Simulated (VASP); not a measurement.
# Sn (I4_1/amd) in VASP: notebook, part 2 of 2

VASP 6.6.1.

**4. Relaxation of shape and atoms at fixed volume, PBEsol (a relaxed cell with its volume scaled by 0.94)**

The input, INCAR:

```
SYSTEM = Sn
ALGO = Normal
EDIFF = 1E-7
EDIFFG = -0.01
ENCUT = 600
GGA = PS
IBRION = 2
ISIF = 4
ISMEAR = 0
LASPH = .True.
LCHARG = .False.
LREAL = .False.
LWAVE = .False.
NELM = 80
NSW = 40
PREC = Accurate
SIGMA = 0.03
```

The input, KPOINTS:

```
k-points
0
Gamma
  12 12 12
  0 0 0
```

The input, POSCAR:

```
Sn                                      
1.0
   -2.8541691511      2.8541691511      1.5488496369
    2.8541691511     -2.8541691511      1.5488496369
    2.8541691511      2.8541691511     -1.5488496369
  Sn            
     2
Direct
     0.0000000000000000    0.0000000000000000    0.0000000000000000
     0.7500000000000000    0.2500000000000000    0.5000000000000000
```

Potentials or basis: VASP PAW PBE potentials, release 64 (Sn_d).

Run with:

```console
$ cat potpaw_PBE.64/Sn_d/POTCAR > POTCAR
$ mpirun -np 1 vasp_std > vasp.out
```

OUTCAR:

```text
SYSTEM = Sn
   EDIFF = 1E-7
   EDIFFG = -0.01
   ENCUT = 600
   GGA = PS
   IBRION = 2
   ISIF = 4
   ISMEAR = 0
   LASPH = .True.
   LREAL = .False.
   NELM = 80
   NSW = 40
   PREC = Accurate

 ion  position               nearest neighbor table
   1  0.000  0.000  0.000-   2 2.96   2 2.96   2 2.96   2 2.96   2 3.68   2 3.68   2 3.68   2 3.68

   2  0.750  0.250  0.500-   1 2.96   1 2.96   1 2.96   1 2.96   1 3.68   1 3.68   1 3.68   1 3.68

  LATTYP: Found a body centered tetragonal cell.
 ALAT       =     5.7083383022
 C/A-ratio  =     0.5426621741

  Lattice vectors:

 A1 = (  -2.8541691511,   2.8541691511,   1.5488496369)
 A2 = (   2.8541691511,  -2.8541691511,   1.5488496369)
 A3 = (   2.8541691511,   2.8541691511,  -1.5488496369)

[... 325 lines left out ...]
  ---------------------------------------------------
  ext. energy  EPLUGINS =         0.00000000
  ---------------------------------------------------
  free energy    TOTEN  =        -8.48352326 eV

  energy without entropy =       -8.48295547  energy(sigma->0) =       -8.48323936

 E-fermi :   8.7443     XC(G=0): -10.7982

 val. band max:        8.7415693751   @ k =   0.5000   0.3333   0.0833
 cond. band min:       8.7502973304   @ k =   0.3333   0.1667   0.0000
 fundamental gap:      0.0087279553
 Fermi energy:         8.7442784145

 k-point     1 :       0.0000    0.0000    0.0000
  band No.  band energies     occupation
      1     -12.9225      2.00000
      2     -12.8312      2.00000
      3     -12.7740      2.00000
      4     -12.7689      2.00000
      5     -12.5604      2.00000
      6     -12.5604      2.00000
[... 481 lines left out ...]
      5     -12.6286      2.00000
      6     -12.5972      2.00000
[... 10 lines left out ...]
     17      11.8682      0.00000
     18      14.3774      0.00000

 [... further k-points ...]
[... 5 lines left out ...]
  --------------------------------------------------------------------------------------
  -------------------------------------------------------------------------------------
  Total        1.2762321      1.2762321      1.2770357      0.0000000      0.0000000      0.0000000
  in kB       40.5146024     40.5146024     40.5401126      0.0000000      0.0000000      0.0000000
  external PRESSURE =      40.5231058 kB  Pullay stress =       0.0000000 kB
[... 17 lines left out ...]
  FREE ENERGIE OF THE ION-ELECTRON SYSTEM (eV)
  ---------------------------------------------------
  free  energy   TOTEN  =        -8.4835232597 eV

  energy  without entropy=       -8.4829554668  energy(sigma->0) =       -8.48323936

 reached required accuracy - stopping structural energy minimisation
```

OSZICAR:

```text
N       E                     dE             d eps       ncg     rms          rms(c)
DAV:   1     0.209295857141E+03    0.20930E+03   -0.16233E+04  5878   0.271E+03
DAV:   2     0.980996702457E+01   -0.19949E+03   -0.19734E+03  5868   0.477E+02
[... 36 lines left out ...]
   4 F= -.84835139E+01 E0= -.84832179E+01  d E =-.327999E-03
       N       E                     dE             d eps       ncg     rms          rms(c)
DAV:   1    -0.848367059496E+01   -0.15671E-03   -0.39439E-03  6762   0.565E-01    0.591E-02
DAV:   2    -0.848357373843E+01    0.96857E-04   -0.20580E-04  7176   0.250E-01    0.365E-02
DAV:   3    -0.848352198814E+01    0.51750E-04   -0.11463E-04  7684   0.171E-01    0.502E-03
DAV:   4    -0.848352332959E+01   -0.13415E-05   -0.20304E-05  6148   0.578E-02    0.289E-03
DAV:   5    -0.848352325966E+01    0.69928E-07   -0.60716E-07  6874   0.152E-02
   5 F= -.84835233E+01 E0= -.84832394E+01  d E =-.337362E-03
```

Wall time 6.3 min (1 thread of Intel Xeon Platinum 8259CL at 2.50GHz (Skylake/Cascade Lake), shared host); peak memory 0.31 GiB.

Results:

```yaml
Free_energy: -8.4835 eV
Energy_gained_by_relaxing: 0.2 meV/atom
Ionic_steps: 5
Pressure_after_relaxing: 4.1 GPa
Band_gap_on_the_k_mesh: none (metal or under the smearing width)
```

Step by step:
```csv
step,energy change (eV),largest force (eV/Å),pressure (GPa)
1,0.0000,0.0000,4.09
2,-0.0001,0.0000,4.09
3,-0.0003,0.0000,4.04
4,-0.0003,0.0000,4.06
5,-0.0003,0.0000,4.05
```

Final structure:
```xyz
2
Lattice="-2.8612 2.8612 1.5412 2.8612 -2.8612 1.5412 2.8612 2.8612 -1.5412" Properties=species:S:1:pos:R:3 pbc="T T T"
Sn    0.0000    0.0000    0.0000
Sn    0.0000    2.8612    0.7706
```

Caveat: the PAW data sets were made with another functional, which shifts forces and pressure a little.

**5. Relaxation of shape and atoms at fixed volume, PBEsol (a relaxed cell with its volume scaled by 0.96)**

INCAR is that of step 4.

KPOINTS is that of step 4.

The input, POSCAR:

```
Sn                                      
1.0
   -2.8742695961      2.8742695961      1.5597573881
    2.8742695961     -2.8742695961      1.5597573881
    2.8742695961      2.8742695961     -1.5597573881
  Sn            
     2
Direct
     0.0000000000000000    0.0000000000000000    0.0000000000000000
     0.7500000000000000    0.2500000000000000    0.5000000000000000
```

Run with:

```console
$ cat potpaw_PBE.64/Sn_d/POTCAR > POTCAR
$ mpirun -np 1 vasp_std > vasp.out
```

Wall time 4.7 min (1 thread of Intel Xeon Platinum 8259CL at 2.50GHz (Skylake/Cascade Lake), shared host); peak memory 0.32 GiB.

The run converged. Its results:

```
Free energy               : -8.5057 eV
Energy gained by relaxing : 0.1 meV/atom
Ionic steps               : 3
Pressure after relaxing   : 2.6 GPa
Band gap on the k mesh    : none (metal or under the smearing width)
```

The path:
| step | energy change (eV) | largest force (eV/Å) | pressure (GPa) |
| --- | --- | --- | --- |
| 1 | 0.0000 | 0.0000 | 2.57 |
| 2 | -0.0001 | 0.0000 | 2.57 |
| 3 | -0.0001 | 0.0000 | 2.56 |

Final structure:
```cif
data_structure
_symmetry_space_group_name_H-M 'P 1'
_symmetry_Int_Tables_number 1
_cell_length_a 4.3569
_cell_length_b 4.3569
_cell_length_c 4.3569
_cell_angle_alpha 97.330
_cell_angle_beta 97.330
_cell_angle_gamma 138.144
_cell_volume 51.54
loop_
_atom_site_label
_atom_site_type_symbol
_atom_site_fract_x
_atom_site_fract_y
_atom_site_fract_z
_atom_site_occupancy
Sn1 Sn 0.00000 0.00000 0.00000 1
Sn2 Sn 0.75000 0.25000 0.50000 1
```

Levels at points of the mesh, in eV from the Fermi level:
| k point | band 10 | band 11 | band 12 | band 13 | band 14 | band 15 | band 16 | band 17 | band 18 |
| --- | --- | --- | --- | --- | --- | --- | --- | --- | --- |
| (0.00, 0.00, 0.00) | -21.06 | -11.55 | -3.58 | -2.15 | -2.15 | 2.84 | 6.41 | 6.41 | 7.31 |
| (0.50, 0.00, 0.00) | -21.13 | -7.00 | -5.57 | -2.30 | -1.86 | -1.21 | 2.19 | 2.95 | 4.92 |
| (0.50, 0.50, 0.00) | -21.20 | -9.21 | -9.21 | 0.54 | 0.54 | 1.60 | 1.60 | 6.34 | 6.34 |
| (0.50, 0.50, 0.50) | -21.27 | -7.74 | -7.74 | -5.13 | -5.13 | 5.34 | 5.34 | 9.78 | 9.78 |

Caveat: the PAW data sets were made with another functional, which shifts forces and pressure a little.

**6. Relaxation of shape and atoms at fixed volume, PBEsol (a relaxed cell with its volume scaled by 0.98)**

INCAR is that of step 5.

KPOINTS is that of step 5.

The input, POSCAR:

```
Sn                                      
1.0
   -2.8940927714      2.8940927714      1.5705146756
    2.8940927714     -2.8940927714      1.5705146756
    2.8940927714      2.8940927714     -1.5705146756
  Sn            
     2
Direct
     0.0000000000000000    0.0000000000000000    0.0000000000000000
     0.7500000000000000    0.2500000000000000    0.5000000000000000
```

Potentials or basis: VASP PAW PBE potentials, release 64 (Sn_d).

Run with:

```console
$ cat potpaw_PBE.64/Sn_d/POTCAR > POTCAR
$ mpirun -np 1 vasp_std > vasp.out
```

It took 3.2 min on 1 thread of Intel Xeon Platinum 8259CL at 2.50GHz (Skylake/Cascade Lake), shared host; peak memory 0.32 GiB.

It converged, with:

```yaml
Free_energy: -8.5183 eV
Energy_gained_by_relaxing: 0.0 meV/atom
Ionic_steps: 2
Pressure_after_relaxing: 1.2 GPa
Band_gap_on_the_k_mesh: none (metal or under the smearing width)
```

Final structure:
```xyz
2
Lattice="-2.8954 2.8954 1.5691 2.8954 -2.8954 1.5691 2.8954 2.8954 -1.5691" Properties=species:S:1:pos:R:3 pbc="T T T"
Sn   -2.8954    2.8954    1.5691
Sn    0.0000    2.8954    0.7845
```

Levels at points of the mesh, in eV from the Fermi level:
```csv
k point,band 10,band 11,band 12,band 13,band 14,band 15,band 16,band 17,band 18
"(0.00, 0.00, 0.00)",-21.06,-11.39,-3.62,-2.09,-2.09,2.88,6.32,6.32,7.13
"(0.50, 0.00, 0.00)",-21.12,-6.97,-5.50,-2.32,-1.80,-1.18,2.21,2.91,4.82
"(0.50, 0.50, 0.00)",-21.19,-9.09,-9.09,0.56,0.56,1.58,1.58,6.22,6.22
"(0.50, 0.50, 0.50)",-21.26,-7.67,-7.67,-5.01,-5.01,5.23,5.23,9.61,9.61
```

Caveat: the PAW data sets were made with another functional, which shifts forces and pressure a little.

**7. The runs side by side**

```tsv
task	cell	gap on the mesh (eV)	pressure (GPa)
relaxation of cell and atoms	relaxed	none	0.0
relaxation of shape and atoms at fixed volume	atoms relaxed at fixed volume from: a relaxed cell with its volume scaled by 0.94	none	4.1
relaxation of shape and atoms at fixed volume	atoms relaxed at fixed volume from: a relaxed cell with its volume scaled by 0.96	none	2.6
relaxation of shape and atoms at fixed volume	atoms relaxed at fixed volume from: a relaxed cell with its volume scaled by 0.98	none	1.2
```

Alike in all rows: level PBEsol; potentials or basis VASP PAW PBE potentials, release 64 (Sn_d); no spin polarisation; k mesh 12 × 12 × 12; cutoff (eV) 600; smearing gaussian 0.03 eV.

Caveats: the PAW data sets were made with another functional, which shifts forces and pressure a little; the relaxation stopped at its first step, so nothing moved (some runs).

Total energies depend on the potentials used, so only differences within one code and one set of settings carry meaning.
